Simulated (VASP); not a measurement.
# Fe3Ge (Fm-3m) in VASP: notebook

Aim: see how the results for Fe3Ge move with the level of theory and the settings. Levels: r2SCAN, rSCAN, r2SCAN+D4. Tasks: relaxation of cell and atoms.

All numbers are computed with VASP 6.6.1; they aren't measurements. Logs are shortened: lines on timing, memory, paths and dates and some standing lists are left out, and cuts for length are marked.

## 1. Starting point

The structure is cubic, space group Fm-3m (No. 225). Conventional cell: a = 5.751 Å, b = 5.751 Å, c = 5.751 Å, α = 90.00°, β = 90.00°, γ = 90.00°. Ge (site symmetry m-3m) has 8 Fe at 2.49 Å as nearest neighbours. Around Fe (site symmetry -43m) lie 4 Ge at 2.49 Å and 4 Fe at 2.49 Å. Fe (site symmetry m-3m) is surrounded by 8 Fe at 2.49 Å.

The cell comes from a database or a generator and needn't be the stable form of this composition.

## 2. Relaxation of cell and atoms, r2SCAN, collinear spin, ferromagnetic start

INCAR

```
SYSTEM = Fe3Ge
ALGO     = Normal         ! electronic algorithm
EDIFF    = 1E-6           ! SCF threshold, eV
EDIFFG   = -0.005         ! ionic threshold
ENCUT    = 600            ! plane-wave cutoff, eV
IBRION   = 2              ! ionic algorithm
ISIF     = 3              ! what is computed and relaxed
ISMEAR   = 1              ! smearing method
ISPIN    = 2              ! spin polarisation
LASPH    = .TRUE.         ! aspherical terms in the spheres
LCHARG   = .FALSE.        ! write CHGCAR
LMAXMIX  = 4              ! l up to which the mixer works
LMIXTAU  = .TRUE.       
LORBIT   = 11             ! projections on sites
LREAL    = .FALSE.        ! projectors in reciprocal space
LWAVE    = .FALSE.        ! write WAVECAR
MAGMOM   = 0 3 3 3        ! initial moments
METAGGA  = R2SCAN         ! meta-GGA
NELM     = 120            ! most SCF steps
NSW      = 40             ! ionic steps
PREC     = Accurate       ! precision mode
SIGMA    = 0.1            ! smearing width, eV
```

KPOINTS

```
k-points
0
G
  8 8 8
  0 0 0
```

POSCAR

```
Fe3Ge
1.0
    0.0000000000      2.8755854299      2.8755854299
    2.8755854299      0.0000000000      2.8755854299
    2.8755854299      2.8755854299      0.0000000000
Ge Fe
1 3
Direct
    0.0000000000      0.0000000000      0.0000000000
    0.7500000000      0.7500000000      0.7500000000
    0.2500000000      0.2500000000      0.2500000000
    0.5000000000      0.5000000000      0.5000000000
```

Potentials or basis: VASP PAW PBE potentials, release 64 (Ge_d, Fe).

Launch:

```bash
$ cat potpaw_PBE.64/Ge_d/POTCAR potpaw_PBE.64/Fe/POTCAR > POTCAR
$ mpirun -np 1 vasp_std > vasp.out
```

OUTCAR:

```text
SYSTEM = Fe3Ge
   EDIFF = 1E-6
   EDIFFG = -0.005
   ENCUT = 600
   IBRION = 2
   ISIF = 3
   ISMEAR = 1
   ISPIN = 2
   LASPH = .TRUE.
   LORBIT = 11
   LREAL = .FALSE.
   METAGGA = R2SCAN
   NELM = 120
   NSW = 40
   PREC = Accurate

 ion  position               nearest neighbor table
   1  0.000  0.000  0.000-   2 2.49   3 2.49   2 2.49   2 2.49   2 2.49   3 2.49   3 2.49   3 2.49
                             4 2.88   4 2.88   4 2.88   4 2.88   4 2.88   4 2.88
   2  0.750  0.750  0.750-   1 2.49   4 2.49   4 2.49   4 2.49   4 2.49   1 2.49   1 2.49   1 2.49
                             3 2.88   3 2.88   3 2.88   3 2.88   3 2.88   3 2.88
   3  0.250  0.250  0.250-   1 2.49   4 2.49   1 2.49   1 2.49   1 2.49   4 2.49   4 2.49   4 2.49
                             2 2.88   2 2.88   2 2.88   2 2.88   2 2.88   2 2.88
   4  0.500  0.500  0.500-   2 2.49   3 2.49   3 2.49   3 2.49   3 2.49   2 2.49   2 2.49   2 2.49
                             1 2.88   1 2.88   1 2.88   1 2.88   1 2.88   1 2.88

  LATTYP: Found a face centered cubic cell.
 ALAT       =     5.7511708598

  Lattice vectors:

 A1 = (   0.0000000000,   2.8755854299,   2.8755854299)
 A2 = (   2.8755854299,   0.0000000000,   2.8755854299)
 A3 = (   2.8755854299,   2.8755854299,   0.0000000000)

Analysis of symmetry for initial positions (statically):
=====================================================================
 Subroutine PRICEL returns:
 Original cell was already a primitive cell.

 Routine SETGRP: Setting up the symmetry group for a
 face centered cubic supercell.

 Subroutine GETGRP returns: Found 48 space group operations
 (whereof 48 operations were pure point group operations)
 out of a pool of 48 trial point group operations.

The static configuration has the point symmetry O_h .

Analysis of symmetry for dynamics (positions and initial velocities):
=====================================================================
 Subroutine PRICEL returns:
 Original cell was already a primitive cell.

 Routine SETGRP: Setting up the symmetry group for a
 face centered cubic supercell.

 Subroutine GETGRP returns: Found 48 space group operations
 (whereof 48 operations were pure point group operations)
 out of a pool of 48 trial point group operations.

The dynamic configuration has the point symmetry O_h .

Analysis of structural, dynamic, and magnetic symmetry:
=====================================================================
 Subroutine PRICEL returns:
 Original cell was already a primitive cell.

 Routine SETGRP: Setting up the symmetry group for a
 face centered cubic supercell.

 Subroutine GETGRP returns: Found 48 space group operations
 (whereof 48 operations were pure point group operations)
 out of a pool of 48 trial point group operations.

The overall configuration has the point symmetry O_h .

 Subroutine INISYM returns: Found 48 space group operations
 (whereof 48 operations are pure point group operations),
 and found     1 'primitive' translations

----------------------------------------------------------------------------------------

                                     Primitive cell

  volume of cell :      47.5564

  direct lattice vectors                    reciprocal lattice vectors
     0.000000000  2.875585430  2.875585430    -0.173877637  0.173877637  0.173877637
     2.875585430  0.000000000  2.875585430     0.173877637 -0.173877637  0.173877637
     2.875585430  2.875585430  0.000000000     0.173877637  0.173877637 -0.173877637

  length of vectors
     4.066691915  4.066691915  4.066691915     0.301164902  0.301164902  0.301164902

  position of ions in fractional coordinates (direct lattice)
     0.000000000  0.000000000  0.000000000
     0.750000000  0.750000000  0.750000000
     0.250000000  0.250000000  0.250000000
     0.500000000  0.500000000  0.500000000

  ion indices of the primitive-cell ions
   primitive index   ion index
                 1           1
                 2           2
                 3           3
                 4           4

----------------------------------------------------------------------------------------

 KPOINTS: k-points

Automatic generation of k-mesh.
 Grid dimensions read from file:
 generate k-points for:    8    8    8

 Generating k-lattice:

  Cartesian coordinates                     Fractional coordinates (reciprocal lattice)
    -0.021734705  0.021734705  0.021734705     0.125000000  0.000000000  0.000000000
     0.021734705 -0.021734705  0.021734705     0.000000000  0.125000000  0.000000000
     0.021734705  0.021734705 -0.021734705     0.000000000  0.000000000  0.125000000

  Length of vectors
     0.037645613  0.037645613  0.037645613

  Shift w.r.t. Gamma in fractional coordinates (k-lattice)
     0.000000000  0.000000000  0.000000000

 Subroutine IBZKPT returns following result:
 ===========================================

 Found     29 irreducible k-points:

 Following reciprocal coordinates:
            Coordinates               Weight
  0.000000  0.000000  0.000000      1.000000
  0.125000  0.000000  0.000000      8.000000
  0.250000  0.000000  0.000000      8.000000
  0.375000  0.000000  0.000000      8.000000
  0.500000  0.000000  0.000000      4.000000
  0.125000  0.125000  0.000000      6.000000
[... 16 lines left out ...]
  0.500000  0.250000  0.125000     48.000000
 -0.375000  0.250000  0.125000     24.000000
 [... further k-points ...]
   k-points           NKPTS =     29   k-points in BZ     NKDIM =     29   number of bands    NBANDS=     28
   number of dos      NEDOS =    301   number of ions     NIONS =      4
   total plane-waves  NPLWV =  32768
   dimension x,y,z NGX =    32 NGY =   32 NGZ =   32
   dimension x,y,z NGXF=    64 NGYF=   64 NGZF=   64
   ions per type =               1   3
   NGX,Y,Z   is equivalent  to a cutoff of  13.08, 13.08, 13.08 a.u.
   NGXF,Y,Z  is equivalent  to a cutoff of  26.16, 26.16, 26.16 a.u.
 SYSTEM =  Fe3Ge
   PREC   = accura    normal or accurate (medium, high low for compatibility)
   ISTART =      0    job   : 0-new  1-cont  2-samecut
   ICHARG =      2    charge: 1-file 2-atom 10-const
   ISPIN  =      2    spin polarized calculation?
   LNONCOLLINEAR =      F non collinear calculations
   LSORBIT =      F    spin-orbit coupling
   LASPH  =      T    aspherical Exc in radial PAW
   ENCUT  =  600.0 eV  44.10 Ry    6.64 a.u.   8.12  8.12  8.12*2*pi/ulx,y,z
   NELM   =    120;   NELMIN=  2; NELMDL= -5     # of ELM steps
   EDIFF  = 0.1E-05   stopping-criterion for ELM
   LREAL  =      F    real-space projection
   EDIFFG = -.5E-02   stopping-criterion for IOM
   NSW    =     40    number of steps for IOM
   IBRION =      2    ionic relax: 0-MD 1-quasi-New 2-CG
   NFREE  =      1    steps in history (QN), initial steepest desc. (CG)
   ISIF   =      3    stress and relaxation
   ISYM   =      2    0-nonsym 1-usesym 2-fastsym
   POTIM  = 0.5000    time-step for ionic-motion
   TEBEG  =    0.0;   TEEND  =   0.0 temperature during run
   PSTRESS=    0.0 pullay stress
   NELECT =      38.0000    total number of electrons
   NUPDOWN=      -1.0000    fix difference up-down
   EMIN   =  10.00;   EMAX   =-10.00  energy-range for DOS
   EFERMI =   0.00;   METHOD = LEGACY
   ISMEAR =     1;   SIGMA  =   0.10  broadening in eV -4-tet -1-fermi 0-gaus
   EFERMI_NEDOS =   21; number of points for ismear=-14 and -15
   IALGO  =     38    algorithm
   IMIX   =      4    mixing-type and parameters
     AMIX     =   0.40;   BMIX     =  1.00
     AMIX_MAG =   1.60;   BMIX_MAG =  1.00
  volume/ion in A,a.u.               =      11.89        80.23
  Fermi-wavevector in a.u.,A,eV,Ry     =   1.519147  2.870771 31.399622  2.307807
  Thomas-Fermi vector in A             =   2.628172
   LORBIT       =     11    0 simple, 1 ext, 2 COOP (PROOUT), +10 PAW based schemes
   METAGGA = R2SCAN    functional components
   LHFCALC =     F    Hartree Fock is set to
   AEXX    =    0.0000 exact exchange contribution
   IVDW    =     0    specifies the selected vdW correction
   LEPSILON=     F    determine dielectric tensor
   LRPA    =     F    only Hartree local field effects (RPA)
 conjugate gradient relaxation of ions
 spin polarized calculation
 Methfessel and Paxton  Order N= 1 SIGMA  =   0.10
  energy-cutoff  :      600.00
  volume of cell :       47.56
 maximum number of plane-waves:      1604
   NGX = 17   NGY = 17   NGZ = 17

--------------------------------------- Ionic step        1  -------------------------------------------

 number of electron      38.0000014 magnetization       7.0390834

 Free energy of the ion-electron system (eV)
  ---------------------------------------------------
  ext. energy  EPLUGINS =         0.00000000
  ---------------------------------------------------
  free energy    TOTEN  =       -57.06458619 eV

  energy without entropy =      -57.06502289  energy(sigma->0) =      -57.06473176

------------------------ aborting loop because EDIFF is reached ----------------------------------------

  FORCE on cell =-STRESS in cart. coord.  units (eV):
  Direction    XX          YY          ZZ          XY          YZ          ZX
  --------------------------------------------------------------------------------------
  -------------------------------------------------------------------------------------
  Total       -0.2458633     -0.2458633     -0.2458633     -0.0000000      0.0000000      0.0000000
  in kB       -8.2831499     -8.2831499     -8.2831499     -0.0000000      0.0000000      0.0000000
  external PRESSURE =      -8.2831499 kB  Pullay stress =       0.0000000 kB
[... 61 lines left out ...]
  energy  without entropy=      -57.0651276129  energy(sigma->0) =      -57.06466785

--------------------------------------- Ionic step        3  -------------------------------------------

 number of electron      38.0000012 magnetization       7.0335313

 Free energy of the ion-electron system (eV)
  ---------------------------------------------------
  ext. energy  EPLUGINS =         0.00000000
  ---------------------------------------------------
  free energy    TOTEN  =       -57.06510264 eV

  energy without entropy =      -57.06575366  energy(sigma->0) =      -57.06531965

 E-fermi :   7.4930     XC(G=0): -14.3607

 val. band max:        7.4593796564   @ k =  -0.2500   0.1250   0.0000
 cond. band min:       7.5001248736   @ k =  -0.3750   0.1250   0.0000
 fundamental gap:      0.0407452173
 Fermi energy:         7.4929968250

 spin component 1

 k-point     1 :       0.0000    0.0000    0.0000
  band No.  band energies     occupation
      1     -17.9169      1.00000
      2     -17.9169      1.00000
      3     -17.9169      1.00000
      4     -17.8835      1.00000
      5     -17.8835      1.00000
      6      -5.0080      1.00000
[... 733 lines left out ...]
     27      15.2916      0.00000
     28      16.7639      0.00000

 [... further k-points ...]

 spin component 2

 k-point     1 :       0.0000    0.0000    0.0000
  band No.  band energies     occupation
      1     -17.9229      1.00000
      2     -17.9229      1.00000
      3     -17.9229      1.00000
      4     -17.9063      1.00000
      5     -17.9063      1.00000
      6      -5.3374      1.00000
[... 766 lines left out ...]
  FREE ENERGIE OF THE ION-ELECTRON SYSTEM (eV)
  ---------------------------------------------------
  free  energy   TOTEN  =       -57.0651026407 eV

  energy  without entropy=      -57.0657536584  energy(sigma->0) =      -57.06531965

 reached required accuracy - stopping structural energy minimisation

 total charge

# of ion       s       p       d       tot
------------------------------------------
    1        1.044   1.342  10.127  12.513
    2        0.426   0.549   6.343   7.318
    3        0.426   0.549   6.343   7.318
    4        0.453   0.531   6.251   7.236
--------------------------------------------------
tot          2.349   2.972  29.064  34.385

 magnetization (x)

# of ion       s       p       d       tot
------------------------------------------
    1        0.007  -0.088  -0.020  -0.102
    2        0.006  -0.038   2.350   2.318
    3        0.006  -0.038   2.350   2.318
    4       -0.014  -0.051   2.711   2.646
--------------------------------------------------
tot          0.005  -0.215   7.390   7.180
```

Wall time 21 min (1 thread of AMD EPYC 7R43 (Zen 3), shared host); peak memory 0.23 GiB.

Results:

```
Free energy                                           : -57.0651 eV
Relaxed volume                                        : 11.84 Å³/atom
Relaxed cell                                          : a = 4.061 Å, b = 4.061 Å, c = 4.061 Å, α = 60.00°, β = 60.00°, γ = 60.00°
Space group after relaxing (to 0.05 Å)                : Fm-3m (No. 225)
Energy gained by relaxing                             : 0.1 meV/atom
Ionic steps                                           : 3
Pressure after relaxing                               : 0.0 GPa
Band gap on the k mesh                                : none (metal or under the smearing width)
Net moment                                            : 7.03 μB per cell
Site moments                                          : Ge -0.10; Fe +2.32, +2.65 μB
Valence electrons inside the program's atomic spheres : Ge 12.51; Fe 7.32, 7.24
```

Step by step:
```tsv
step	energy change (eV)	largest force (eV/Å)	pressure (GPa)	volume (Å³)
1	0.0000	0.0000	-0.83	47.56
2	0.0001	0.0000	0.81	47.13
3	-0.0005	0.0000	-0.01	47.37
```

Final structure:
```
Ge Fe
1.0
     0.00000    2.87179    2.87179
     2.87179    0.00000    2.87179
     2.87179    2.87179    0.00000
Ge Fe
1 3
Direct
  0.00000 0.00000 0.00000
  0.75000 0.75000 0.75000
  0.25000 0.25000 0.25000
  0.50000 0.50000 0.50000
```

Levels at points of the mesh, in eV from the Fermi level:
Spin up:
```csv
k point,band 20,band 21,band 22,band 23,band 24,band 25
"(0.00, 0.00, 0.00)",-1.65,-1.65,2.35,3.53,3.53,3.53
"(0.50, 0.00, 0.00)",-1.70,-1.70,-1.26,2.85,2.85,3.10
"(0.50, 0.50, 0.00)",-1.92,-1.68,-1.30,-1.30,-1.08,2.85
```
Spin down:
```tsv
k point	band 14	band 15	band 16	band 17	band 18	band 19
(0.00, 0.00, 0.00)	-1.49	1.11	1.11	1.11	2.15	2.15
(0.50, 0.00, 0.00)	-1.27	-0.43	0.07	0.07	1.56	1.56
(0.50, 0.50, 0.00)	-0.91	-0.16	-0.16	0.98	0.99	1.46
```

Caveat: the PAW data sets were made with another functional, which shifts forces and pressure a little.

[end of part 1 of 2]
